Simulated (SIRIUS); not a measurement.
# Au (Fm-3m) in SIRIUS: equation of state

Aim: energy against volume of Au in PBE, for its equilibrium volume and stiffness.

Program: SIRIUS 7.10.0. These are calculated values, not measurements. Logs are shortened: lines on timing, memory, paths and dates and some standing lists are left out, and cuts for length are marked. The log counts tension as positive stress, the text compression.

### Step 1. Starting point

It takes space group Fm-3m (No. 225, cubic). Conventional cell: a = 4.070 Å, b = 4.070 Å, c = 4.070 Å, α = 90.00°, β = 90.00°, γ = 90.00°. Au (site symmetry m-3m) is surrounded by 12 Au at 2.88 Å.

### Step 2. Single point, PBE, 15.84 Å³/atom (volume scaled by 0.94)

File sirius.json:

```json
{
  "control": {
    "processing_unit": "cpu",
    "verbosity": 2,
    "num_bands_to_print": 17,
    "print_forces": true,
    "print_stress": true
  },
  "parameters": {
    "electronic_structure_method": "pseudopotential",
    "xc_functionals": ["XC_GGA_X_PBE", "XC_GGA_C_PBE"],
    "gk_cutoff": 8.8,
    "pw_cutoff": 17.6,
    "ngridk": [11, 11, 11],
    "shiftk": [0, 0, 0],
    "smearing": "fermi_dirac",
    "smearing_width": 0.0018374661,
    "num_bands": 17,
    "num_mag_dims": 0,
    "num_dft_iter": 100,
    "energy_tol": 1e-08,
    "density_tol": 1e-06
  },
  "iterative_solver": {
    "type": "davidson",
    "min_tolerance": 1e-10
  },
  "mixer": {
    "type": "anderson",
    "beta": 0.7,
    "max_history": 8
  },
  "settings": {
    "tol_ne": 1e-10
  },
  "unit_cell": {
    "lattice_vectors": [
      [0.0, 3.767089152986, 3.767089152986],
      [3.767089152986, 0.0, 3.767089152986],
      [3.767089152986, 3.767089152986, 0.0]
    ],
    "atom_coordinate_units": "lattice",
    "atom_types": ["Au"],
    "atom_files": {
      "Au": "Au.json"
    },
    "atoms": {
      "Au": [
        [0.0, 0.0, 0.0]
      ]
    }
  }
}
```

Potentials or basis: PseudoDojo 0.4.1 PBE standard (scalar relativistic).

Started as:

```sh
$ upf_to_json Au.upf
$ OMP_NUM_THREADS=1 sirius.scf --input=sirius.json --output=out.json --task=0
```

What it wrote:

```text
[info] SIRIUS version : 7.10.0
[info] number of MPI ranks           : 1
[info] MPI grid                      : 1 1
[info] maximum number of OMP threads : 1
[fft] FFT context for density and potential
[fft] =====================================
[fft]   comm size                             : 1
[fft]   plane wave cutoff                     : 17.6
[fft]   grid size                             : 32 32 32   total : 32768
[fft]   grid limits                           : -15 16   -15 16   -15 16
[fft]   number of G-vectors within the cutoff : 4921
[fft]   local number of G-vectors             : 4921
[fft]   number of G-shells                    : 298
[fft] FFT context for coarse grid
[fft] =====================================
[fft]   comm size                             : 1
[fft]   plane wave cutoff                     : 17.6
[fft]   grid size                             : 32 32 32   total : 32768
[fft]   grid limits                           : -15 16   -15 16   -15 16
[fft]   number of G-vectors within the cutoff : 4921
[fft]   local number of G-vectors             : 4921
[fft]   number of G-shells                    : 298
[unit cell] lattice vectors
[unit cell]   a1 :       0.0000000000      3.7670891530      3.7670891530
[unit cell]   a2 :       3.7670891530      0.0000000000      3.7670891530
[unit cell]   a3 :       3.7670891530      3.7670891530      0.0000000000
[unit cell] reciprocal lattice vectors
[unit cell]   b1 :      -0.8339576065      0.8339576065      0.8339576065
[unit cell]   b2 :       0.8339576065     -0.8339576065      0.8339576065
[unit cell]   b3 :       0.8339576065      0.8339576065     -0.8339576065
[unit cell] unit cell volume :       106.91722815 [a.u.^3]
[unit cell] 1/sqrt(omega)    :         0.09671106
[unit cell] MT volume        :         0.00000000 ( 0.00%)
[unit cell] IT volume        :       106.91722815 (100.00%)
[unit cell] number of atom types : 1
[unit cell] type id : 0 symbol : Au mt_radius :  13.550000 num_atoms : 1
[unit cell] total number of atoms : 1
[unit cell] number of symmetry classes : 1
[unit cell] number of PAW atoms : 0
[unit cell] atom id  type id  class id             position                      vector_field
[unit cell] ------------------------------------------------------------------------------------------
[unit cell]      0        0        0      0.00000   0.00000   0.00000      0.00000   0.00000   0.00000
[unit cell] atom id         position (Cartesian, a.u.)
[unit cell] ---------------------------------------------
[unit cell]      0       0.000000    0.000000    0.000000
[unit cell] class id : 0 atom id : 0
[unit cell] minimum bond length:     5.327469
[unit cell] total number of pseudo wave-functions: 10
[sym] space group number   : 225
[sym] international symbol : Fm-3m
[sym] Hall symbol          : -F 4 2 3
[sym] space group transformation matrix :
[sym]   0.0000  0.5000  0.5000
[sym]   0.5000  0.0000  0.5000
[sym]   0.5000  0.5000  0.0000
[sym] space group origin shift :
[sym]   0.0000  0.0000  0.0000
[sym] number of space group operations  : 48
[sym] number of magnetic group operations : 48
[sym] metric tensor error: 0.0000e+00
[sym] rotation matrix error: 2.6467e-17
[sym] symmetry operations
[... list of symmetry operations ...]
[atom type] label          : Au
[atom type] --------------------------------------------------------------------------------
[atom type] symbol         : Au
[atom type] name           :
[atom type] zn             : 19
[atom type] mass           : 0
[atom type] mt_radius      : 13.55
[atom type] num_mt_points  : 1356
[atom type] grid_origin    : 0
[atom type] grid_name      : external
[atom type] number of core electrons    : 0
[atom type] number of valence electrons : 19
[atom type] total number of radial functions : 7
[atom type] lmax of radial functions         : 3
[atom type] max. number of radial functions  : 2
[atom type] total number of basis functions  : 25
[atom type] number of aw basis functions     : 25
[... 154 lines left out ...]
[find] Total energy                   :    -148.19463837 (Ha),    -296.38927675 (Ry)
[find] Free energy (E-TS)             :    -148.19472736 (Ha),    -296.38945472 (Ry)
[find] band gap (eV)                  :       0.00000000
[find] Efermi                         :       0.83838903
[find] iteration : 2, RMS : 8.192858904239e-04, energy difference : -1.421469093316e-03
[find] Hartree energy of density residual : 1.928381576373e-05
[find] | SCF iteration   3 out of 100|
[diagonalize] iterative solver tolerance (occupied, empty): 8.19286e-05 8.19286e-05
[diagonalize] average number of iterations: 2.26786
[find] Total energy                   :    -148.19468490 (Ha),    -296.38936980 (Ry)
[find] Free energy (E-TS)             :    -148.19476847 (Ha),    -296.38953693 (Ry)
[find] band gap (eV)                  :       0.00000000
[find] Efermi                         :       0.83684495
[find] iteration : 3, RMS : 1.534317450148e-04, energy difference : -4.652830295981e-05
[find] Hartree energy of density residual : 5.865624773267e-07
[find] | SCF iteration   4 out of 100|
[diagonalize] iterative solver tolerance (occupied, empty): 1.53432e-05 1.53432e-05
[... 65 lines left out ...]
[find] Free energy (E-TS)             :    -148.19477009 (Ha),    -296.38954018 (Ry)
[find] band gap (eV)                  :       0.00000000
[find] Efermi                         :       0.83700184
[find] iteration : 11, RMS : 9.779305408277e-09, energy difference : 1.641922153794e-10
[find] Hartree energy of density residual : 2.165866996111e-16
[find] | SCF iteration  12 out of 100|
[diagonalize] iterative solver tolerance (occupied, empty): 9.77931e-10 9.77931e-10
[diagonalize] average number of iterations: 1.16071
[find] Total energy                   :    -148.19468578 (Ha),    -296.38937156 (Ry)
[find] Free energy (E-TS)             :    -148.19477009 (Ha),    -296.38954018 (Ry)
[find] band gap (eV)                  :       0.00000000
[find] Efermi                         :       0.83700184
[find] iteration : 12, RMS : 1.560160581506e-09, energy difference : -2.685851541173e-11
[find] Hartree energy of density residual : 2.107292598685e-16
[find] bands are converged : true
[find] iterative solver converged : false
[find] +------------------------------+
[find] | SCF iteration  13 out of 100|
[find] +------------------------------+
[diagonalize] iterative solver tolerance (occupied, empty): 1.56016e-10 1.56016e-10
[diagonalize] average number of iterations: 2.35714
[diagonalize] Lowest band energies
[diagonalize] ik:    0   -3.053111   -1.260914   -1.260914   -1.260914    0.445812    0.650313    0.650313    0.650313    0.713708    0.713708    1.365385    1.527261    1.527261    1.527261    1.717838    1.910221    1.910221
[diagonalize] ik:    1   -3.053060   -1.261776   -1.261042   -1.261042    0.457077    0.646473    0.654228    0.654228    0.711955    0.711955    1.379394    1.468485    1.541976    1.541976    1.756968    1.833003    1.855125
[diagonalize] ik:    2   -3.052925   -1.264077   -1.261386   -1.261386    0.487808    0.640136    0.661294    0.661294    0.711939    0.711939    1.356848    1.412392    1.580008    1.580008    1.674884    1.756670    1.756670
[diagonalize] ik:    3   -3.052747   -1.267067   -1.261835   -1.261835    0.524019    0.649220    0.660696    0.660696    0.724768    0.724768    1.233271    1.405201    1.596668    1.596668    1.664069    1.697417    1.697417
[diagonalize] ik:    4   -3.052584   -1.269791   -1.262248   -1.262248    0.541267    0.654110    0.654110    0.699051    0.746104    0.746104    1.100195    1.371058    1.536658    1.536658    1.739701    1.739701    1.741005
[diagonalize] ...
[diagonalize] ik:   51   -3.052266   -1.269936   -1.266384   -1.264804    0.573176    0.588092    0.696813    0.733276    0.773202    0.976423    1.031721    1.151180    1.239130    1.569498    1.668389    1.793888    1.957991
[diagonalize] ik:   52   -3.052367   -1.269138   -1.266002   -1.263852    0.600115    0.606987    0.636761    0.720606    0.745799    0.871582    1.137649    1.197697    1.315282    1.608031    1.626985    1.817792    1.895665
[diagonalize] ik:   53   -3.052307   -1.269033   -1.266969   -1.264269    0.603826    0.613758    0.638302    0.708504    0.761069    0.947436    1.051081    1.181749    1.272709    1.590275    1.691424    1.853921    1.914649
[diagonalize] ik:   54   -3.052275   -1.269328   -1.266712   -1.264906    0.587720    0.600578    0.663671    0.721116    0.773368    0.968093    1.071294    1.145697    1.217771    1.638627    1.666654    1.768596    1.969286
[diagonalize] ik:   55   -3.052270   -1.268396   -1.267818   -1.264848    0.596317    0.618504    0.642177    0.708323    0.773224    1.004901    1.065001    1.104607    1.225438    1.636121    1.707023    1.787972    1.913170
[find] Charges and magnetic moments
[find] --------------------------------------------------------------------------------
[find] total charge          : 19.000000
[find] Energy
[find] --------------------------------------------------------------------------------
[find] valence_eval_sum               :      -6.34317155
[find] <rho|V^{XC}>                   :     -18.76774035
[find] <rho|E^{XC}>                   :     -26.10492402
[find] <mag|B^{XC}>                   :       0.00000000
[find] <rho|V^{H}>                    :      49.34508838
[find] one-electron contribution      :     -36.92051958 (Ha),     -73.84103915 (Ry)
[find] hartree contribution           :      24.67254419
[find] xc contribution                :     -26.10492402
[find] ewald contribution             :    -109.84178643
[find] PAW contribution               :       0.00000000
[find] smearing (-TS)                 :      -0.00008431
[find] SCF correction                 :       0.00000005
[find] Total energy                   :    -148.19468578 (Ha),    -296.38937156 (Ry)
[find] Free energy (E-TS)             :    -148.19477009 (Ha),    -296.38954018 (Ry)
[find] band gap (eV)                  :       0.00000000
[find] Efermi                         :       0.83700184
[find] iteration : 13, RMS : 9.123385123967e-10, energy difference : -2.188471626141e-12
[find] Hartree energy of density residual : 6.726502538103e-17
[find] bands are converged : true
[find] iterative solver converged : true
[find] converged after 14 SCF iterations!
[find] Charges and magnetic moments
[find] --------------------------------------------------------------------------------
[find] total charge          : 19.000000
[find] Energy
[find] --------------------------------------------------------------------------------
[find] valence_eval_sum               :      -6.34317155
[find] <rho|V^{XC}>                   :     -18.76774035
[find] <rho|E^{XC}>                   :     -26.10492402
[find] <mag|B^{XC}>                   :       0.00000000
[find] <rho|V^{H}>                    :      49.34508838
[find] one-electron contribution      :     -36.92051958 (Ha),     -73.84103915 (Ry)
[find] hartree contribution           :      24.67254419
[find] xc contribution                :     -26.10492402
[find] ewald contribution             :    -109.84178643
[find] PAW contribution               :       0.00000000
[find] smearing (-TS)                 :      -0.00008431
[find] SCF correction                 :       0.00000005
[find] Total energy                   :    -148.19468578 (Ha),    -296.38937156 (Ry)
[find] Free energy (E-TS)             :    -148.19477009 (Ha),    -296.38954018 (Ry)
[find] band gap (eV)                  :       0.00000000
[find] Efermi                         :       0.83700184
[ground_state] === stress tensor components [kbar] ===
[ground_state] === stress_kin ===
[ground_state] -78218.742860    0.000000    0.000000
[ground_state]     0.000000-78218.742860   -0.000000
[ground_state]     0.000000   -0.000000-78218.742860
[ground_state] === stress_har ===
[ground_state] -22630.940114    0.000000    0.000000
[ground_state]     0.000000-22630.940114   -0.000000
[ground_state]     0.000000   -0.000000-22630.940114
[ground_state] === stress_ewald ===
[ground_state] 100752.596552   -0.000000   -0.000000
[ground_state]    -0.000000100752.596552    0.000000
[ground_state]    -0.000000    0.000000100752.596552
[ground_state] === stress_vloc ===
[ground_state] -1596.368306    0.000000   -0.000000
[ground_state]     0.000000-1596.368306   -0.000000
[ground_state]    -0.000000   -0.000000-1596.368306
[ground_state] === stress_xc ===
[ground_state] -19604.928622    0.000000   -0.000000
[ground_state]     0.000000-19604.928622   -0.000000
[ground_state]    -0.000000   -0.000000-19604.928622
[ground_state] === stress_core ===
[ground_state] 36659.318049   -0.000000   -0.000000
[ground_state]    -0.00000036659.318049    0.000000
[ground_state]    -0.000000    0.00000036659.318049
[ground_state] === stress_nonloc ===
[ground_state] -15610.019751    0.000000   -0.000000
[ground_state]     0.000000-15610.019751   -0.000000
[ground_state]    -0.000000   -0.000000-15610.019751
[ground_state] === stress_us_nl ===
[ground_state] -15610.019751    0.000000   -0.000000
[ground_state]     0.000000-15610.019751   -0.000000
[ground_state]    -0.000000   -0.000000-15610.019751
[ground_state] === stress_total ===
[ground_state]  -249.085052   -0.000000    0.000000
[ground_state]    -0.000000 -249.085052    0.000000
[ground_state]     0.000000    0.000000 -249.085052
[ground_state] ==== total Forces in Ha/bohr =====
[ground_state] atom:    0, force:       0.0000000      0.0000000      0.0000000
[ground_state] ==== ultrasoft contribution from Qij =====
[ground_state] atom:    0, force:       0.0000000      0.0000000      0.0000000
[ground_state] ==== non-local contribution from Beta-projector =====
[ground_state] atom:    0, force:       0.0000000      0.0000000      0.0000000
[ground_state] ==== contribution from local potential =====
[ground_state] atom:    0, force:       0.0000000      0.0000000      0.0000000
[ground_state] ==== contribution from core density =====
[ground_state] atom:    0, force:       0.0000000      0.0000000      0.0000000
[ground_state] ==== Ewald forces from ions =====
[ground_state] atom:    0, force:       0.0000000      0.0000000      0.0000000
[~DFT_ground_state] local op. applied: 27502
[~DFT_ground_state] evp. work count: 6232.98
[~DFT_ground_state] number of iterative solver steps: 1744
```

Wall time 22 s (1 thread of Arm Neoverse V1, shared host); peak memory 0.26 GiB.

Results:

| Property | Result |
| --- | --- |
| Free energy | -4032.5851 eV |
| Pressure | 24.9 GPa |
| Band gap on the k mesh | none (metal or under the smearing width) |

### Step 3. Single point, PBE, 16.18 Å³/atom (volume scaled by 0.96)

Edit sirius.json of step 2 so:

```diff
@@ -37,5 +37,5 @@
     "lattice_vectors": [
-      [0.0, 3.767089152986, 3.767089152986],
-      [3.767089152986, 0.0, 3.767089152986],
-      [3.767089152986, 3.767089152986, 0.0]
+      [0.0, 3.793618823975, 3.793618823975],
+      [3.793618823975, 0.0, 3.793618823975],
+      [3.793618823975, 3.793618823975, 0.0]
     ],
```

Potentials or basis: PseudoDojo 0.4.1 PBE standard (scalar relativistic).

Started as:

```sh
$ upf_to_json Au.upf
$ OMP_NUM_THREADS=1 sirius.scf --input=sirius.json --output=out.json --task=0
```

It took 33 s on 1 thread of Arm Neoverse V1, shared host; peak memory 0.28 GiB.

The run converged. Its results:

* Free energy: -4032.6317 eV
* Pressure: 19.4 GPa
* Band gap on the k mesh: none (metal or under the smearing width)

### Step 4. Single point, PBE, 16.52 Å³/atom (volume scaled by 0.98)

Edit sirius.json of step 3 so:

```diff
@@ -37,5 +37,5 @@
     "lattice_vectors": [
-      [0.0, 3.793618823975, 3.793618823975],
-      [3.793618823975, 0.0, 3.793618823975],
-      [3.793618823975, 3.793618823975, 0.0]
+      [0.0, 3.819782539295, 3.819782539295],
+      [3.819782539295, 0.0, 3.819782539295],
+      [3.819782539295, 3.819782539295, 0.0]
     ],
```

Started as:

```sh
$ upf_to_json Au.upf
$ OMP_NUM_THREADS=1 sirius.scf --input=sirius.json --output=out.json --task=0
```

Run time: 35 s. Hardware: 1 thread of Arm Neoverse V1, shared host; peak memory 0.28 GiB.

Results (log left out):

| Quantity | Value |
| --- | --- |
| Free energy | -4032.6674 eV |
| Pressure | 14.6 GPa |
| Band gap on the k mesh | none (metal or under the smearing width) |

### Step 5. Single point, PBE, 17.19 Å³/atom (volume scaled by 1.02)

Edit sirius.json of step 4 so:

```diff
@@ -37,5 +37,5 @@
     "lattice_vectors": [
-      [0.0, 3.819782539295, 3.819782539295],
-      [3.819782539295, 0.0, 3.819782539295],
-      [3.819782539295, 3.819782539295, 0.0]
+      [0.0, 3.871060906996, 3.871060906996],
+      [3.871060906996, 0.0, 3.871060906996],
+      [3.871060906996, 3.871060906996, 0.0]
     ],
```

Started as:

```sh
$ upf_to_json Au.upf
$ OMP_NUM_THREADS=1 sirius.scf --input=sirius.json --output=out.json --task=0
```

It took 35 s on 1 thread of Arm Neoverse V1, shared host; peak memory 0.28 GiB.

The run converged. Its results:

```yaml
Free_energy: -4032.7113 eV
Pressure: 6.6 GPa
Band_gap_on_the_k_mesh: none (metal or under the smearing width)
```

### Step 6. Single point, PBE, 17.53 Å³/atom (volume scaled by 1.04)

Edit sirius.json of step 5 so:

```diff
@@ -37,5 +37,5 @@
     "lattice_vectors": [
-      [0.0, 3.871060906996, 3.871060906996],
-      [3.871060906996, 0.0, 3.871060906996],
-      [3.871060906996, 3.871060906996, 0.0]
+      [0.0, 3.896198370451, 3.896198370451],
+      [3.896198370451, 0.0, 3.896198370451],
+      [3.896198370451, 3.896198370451, 0.0]
     ],
```

Potentials or basis: PseudoDojo 0.4.1 PBE standard (scalar relativistic).

Started as:

```sh
$ upf_to_json Au.upf
$ OMP_NUM_THREADS=1 sirius.scf --input=sirius.json --output=out.json --task=0
```

Wall time 36 s (1 thread of Arm Neoverse V1, shared host); peak memory 0.28 GiB.

Results (log left out):

```
Free energy            : -4032.7217 eV
Pressure               : 3.3 GPa
Band gap on the k mesh : none (metal or under the smearing width)
```

### Step 7. Single point, PBE, 17.87 Å³/atom (volume scaled by 1.06)

Edit sirius.json of step 6 so:

```diff
@@ -37,5 +37,5 @@
     "lattice_vectors": [
-      [0.0, 3.896198370451, 3.896198370451],
-      [3.896198370451, 0.0, 3.896198370451],
-      [3.896198370451, 3.896198370451, 0.0]
+      [0.0, 3.921015589578, 3.921015589578],
+      [3.921015589578, 0.0, 3.921015589578],
+      [3.921015589578, 3.921015589578, 0.0]
     ],
```

Started as:

```sh
$ upf_to_json Au.upf
$ OMP_NUM_THREADS=1 sirius.scf --input=sirius.json --output=out.json --task=0
```

Wall time 37 s (1 thread of Arm Neoverse V1, shared host); peak memory 0.29 GiB.

It converged, with:

```yaml
Free_energy: -4032.7255 eV
Pressure: 0.4 GPa
Band_gap_on_the_k_mesh: none (metal or under the smearing width)
```

### Step 8. Equation of state, PBE

No new run: the results of the series are fitted here.

Results:

```yaml
Equilibrium_volume: "17.91 Å³/atom (rough: see the caveat)"
Bulk_modulus: 143 GPa (rough)
```

Energy against volume, from the lowest point:
```tsv
volume (Å³/atom)	energy (meV/atom)
15.843	140.36
16.181	93.81
16.518	58.09
16.855	31.91
17.192	14.15
17.529	3.81
17.866	0.00
```

Caveat: the minimum lies outside the volumes run. The run has no spin-orbit coupling, so splittings on Au are missing.
